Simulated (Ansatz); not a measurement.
# Bi2Se3: the cost of one run

Computed with Ansatz 0.2.0 (DFT PBE, scalar-relativistic, plane waves, PAW, unless a step's input says otherwise).

## 1. The structure to begin with

It takes space group P-6m2 (No. 187, hexagonal). Conventional cell: a = 4.174 Å, b = 4.174 Å, c = 11.379 Å, α = 90.00°, β = 90.00°, γ = 120.00°. Bi (site symmetry 3m) is surrounded by 6 Se at 2.87 to 3.13 Å. Se (site symmetry -6m2) is surrounded by 6 Bi at 3.13 Å. Se (site symmetry 3m) has 3 Bi at 2.87 Å in its first shell of neighbours.

Coordinates:

```
CELL_PARAMETERS angstrom
4.17356 0.00000 0.00000
-2.08678 3.61441 0.00000
0.00000 0.00000 11.37878
ATOMIC_POSITIONS crystal
Bi 0.00000 0.00000 0.17536
Bi 0.00000 0.00000 0.82464
Se 0.33333 0.66667 0.00000
Se 0.66667 0.33333 0.31309
Se 0.66667 0.33333 0.68691
```

The start is the relaxed end of an invented cell (made as: random cell by space group and Wyckoff sites (P-6m2, No. 187)), taken up again for a closer look.

## 2. The guess as it stands, on a coarse mesh

input.yaml reads:

```yaml
crystal:
  lattice:
    - [4.1735579, 0.0, 0.0]
    - [-2.086779, 3.6144072, 0.0]
    - [0.0, 0.0, 11.3787771]
  atoms:
    - { symbol: Bi, position: [0.0, 0.0, 0.175362] }
    - { symbol: Bi, position: [0.0, 0.0, 0.824638] }
    - { symbol: Se, position: [0.3333333, 0.6666667, 0.0] }
    - { symbol: Se, position: [0.6666667, 0.3333333, 0.313087] }
    - { symbol: Se, position: [0.6666667, 0.3333333, 0.686913] }
basis:
  ecutwfc: 420
kpoints:
  mp_grid: { grid: [6, 6, 2] }
hamiltonian:
  xc: pbe
scf:
  occupations: { method: gaussian, width: 0.1 }
  lower_state_search: "off"
output:
  forces: true
  stress: true
  eigenvalues: true
```

Command:

```bash
$ ansatz run input.yaml --threads 1 --pin off --max-ram 3072MiB --backend cpu --events-out ev --progress --plain --runs-dir out
```

Q: Estimate wall time and peak memory on 1 thread of Intel Xeon Gold 6455B (Sapphire Rapids), shared host.

About 4.8 s, with a peak of 0.43 GiB.
